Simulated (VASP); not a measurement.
A run of VASP 6.6.1 is set up as follows.

POSCAR

```
Au
1.0
    2.9000000000      0.0000000000      0.0000000000
   -1.4500000000      2.5114736710      0.0000000000
    0.0000000000      0.0000000000      4.8800000000
Au
2
Cartesian
    1.4500000001      0.8371578902      1.2200000000
   -0.0000000001      1.6743157808      3.6600000000
```

INCAR.step1

```
SYSTEM = Au
PREC = Accurate
ENCUT = 520
EDIFF = 1E-6
ISMEAR = -1
SIGMA = 0.05
LREAL = .False.
LASPH = .True.
NELM = 100
ALGO = Normal
ISIF = 2
LWAVE = .False.
LCHARG = .True.
LMAXMIX = 4
GGA = MK
LUSE_VDW = .True.
AGGAC = 0.0
PARAM1 = 0.1234
PARAM2 = 0.711357
ZAB_VDW = -1.8867
NBANDS = 18
```

KPOINTS.step1

```
Automatic mesh
0
Gamma
  11 11 6
  0 0 0
```

INCAR.step2

```
SYSTEM = Au
PREC = Accurate
ENCUT = 520
EDIFF = 1E-6
ISMEAR = 0
SIGMA = 0.05
LREAL = .False.
LASPH = .True.
NELM = 100
ALGO = Normal
ISIF = 2
LWAVE = .False.
LCHARG = .False.
LMAXMIX = 4
GGA = MK
LUSE_VDW = .True.
AGGAC = 0.0
PARAM1 = 0.1234
PARAM2 = 0.711357
ZAB_VDW = -1.8867
NBANDS = 18
ICHARG = 11
```

Contents of KPOINTS.step2:

```
path GMKGALHA,LM,KH
20
line-mode
reciprocal
 0.0000000000  0.0000000000  0.0000000000  G
 0.5000000000  0.0000000000  0.0000000000  M

 0.5000000000  0.0000000000  0.0000000000  M
 0.3333333333  0.3333333333  0.0000000000  K

 0.3333333333  0.3333333333  0.0000000000  K
 0.0000000000  0.0000000000  0.0000000000  G

 0.0000000000  0.0000000000  0.0000000000  G
 0.0000000000  0.0000000000  0.5000000000  A

 0.0000000000  0.0000000000  0.5000000000  A
 0.5000000000  0.0000000000  0.5000000000  L

 0.5000000000  0.0000000000  0.5000000000  L
 0.3333333333  0.3333333333  0.5000000000  H

 0.3333333333  0.3333333333  0.5000000000  H
 0.0000000000  0.0000000000  0.5000000000  A

 0.5000000000  0.0000000000  0.5000000000  L
 0.5000000000  0.0000000000  0.0000000000  M

 0.3333333333  0.3333333333  0.0000000000  K
 0.3333333333  0.3333333333  0.5000000000  H
```

Potentials or basis: VASP PAW PBE potentials, release 64 (Au).

Command:

```bash
$ cat potpaw_PBE.64/Au/POTCAR > POTCAR
$ cp INCAR.step1 INCAR
$ cp KPOINTS.step1 KPOINTS
$ mpirun -np 1 vasp_std > vasp.out
$ cp INCAR.step2 INCAR
$ cp KPOINTS.step2 KPOINTS
$ mpirun -np 1 vasp_std > vasp.out
```

Q: Predict the band gap along the path.

A: None (metal or under the smearing width).

Levels at the corners of the path, in eV from the Fermi level:
```
point  band 7  band 8  band 9  band 10  band 11  band 12  band 13  band 14
    Γ   -4.05   -3.39   -3.39    -2.12    -2.12    -0.90     2.44    14.77
    M   -3.48   -1.91   -1.82    -1.65     0.41     1.51     5.64     7.02
    M   -3.48   -1.91   -1.82    -1.65     0.41     1.51     5.64     7.02
    K   -3.55   -2.38   -2.38    -2.31     2.26     2.26     3.88     9.40
    K   -3.55   -2.38   -2.38    -2.31     2.26     2.26     3.88     9.40
    Γ   -4.05   -3.39   -3.39    -2.12    -2.12    -0.90     2.44    14.77
    Γ   -4.05   -3.39   -3.39    -2.12    -2.12    -0.90     2.44    14.77
    A   -4.37   -4.37   -2.55    -2.55    -2.55    -2.55    10.35    10.35
    A   -4.37   -4.37   -2.55    -2.55    -2.55    -2.55    10.35    10.35
    L   -2.32   -2.32   -1.72    -1.72     0.60     0.60     3.75     3.75
    L   -2.32   -2.32   -1.72    -1.72     0.60     0.60     3.75     3.75
    H   -3.53   -3.53   -2.07    -2.07     4.06     4.06     4.58     4.58
    H   -3.53   -3.53   -2.07    -2.07     4.06     4.06     4.58     4.58
    A   -4.37   -4.37   -2.55    -2.55    -2.55    -2.55    10.35    10.35
    L   -2.32   -2.32   -1.72    -1.72     0.60     0.60     3.75     3.75
    M   -3.48   -1.91   -1.82    -1.65     0.41     1.51     5.64     7.02
    K   -3.55   -2.38   -2.38    -2.31     2.26     2.26     3.88     9.40
    H   -3.53   -3.53   -2.07    -2.07     4.06     4.06     4.58     4.58
```

Caveat: the log is that of the step along the path at fixed density, whose energy, stress, charges and moments have no meaning; spin-orbit coupling is left out, which moves the levels of the heavy elements.
